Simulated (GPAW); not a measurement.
Runs of GPAW 26.7.0 on Cu. Symmetry: P6_3/mmc, No. 194, hexagonal system. Conventional cell: a = 2.534 Å, b = 2.534 Å, c = 4.113 Å, α = 90.00°, β = 90.00°, γ = 120.00°. Cu (site symmetry -6m2) has 12 Cu at 2.52 to 2.53 Å as nearest neighbours. This isn't the form of Cu at room conditions, which is fcc.

```tsv
level	gap on the mesh (eV)	pressure (GPa)	relaxed volume (Å³/atom)
PBEsol	none	0.0	(b)
PBEsol+D3(BJ)	none	0.0	10.97
PBEsol+D3(BJ)+ATM	none	0.2	(a)
PBEsol+D3	none	0.0	11.00
PBEsol+D4	none	0.1	11.19
```

Alike in all rows: task relaxation of cell and atoms; potentials or basis PAW data sets generated in the run's folder for this functional, pw; no spin polarisation; cell relaxed; k mesh 10 × 10 × 6; cutoff (eV) 600; smearing fermi-dirac 0.05 eV.

Question: Estimate the missing entries.

Answer: (a) 11.10; (b) 11.48.

Caveats: with this Cu data set, volumes or pressures lay over 1.5 % or 2 GPa off other programs in two to four cells of ten; later steps reuse the first step's grids; pairwise dispersion overbinds metals, which lowers pressure and volume (some runs).

A gap of «none» marks a metal or a gap under the smearing width.
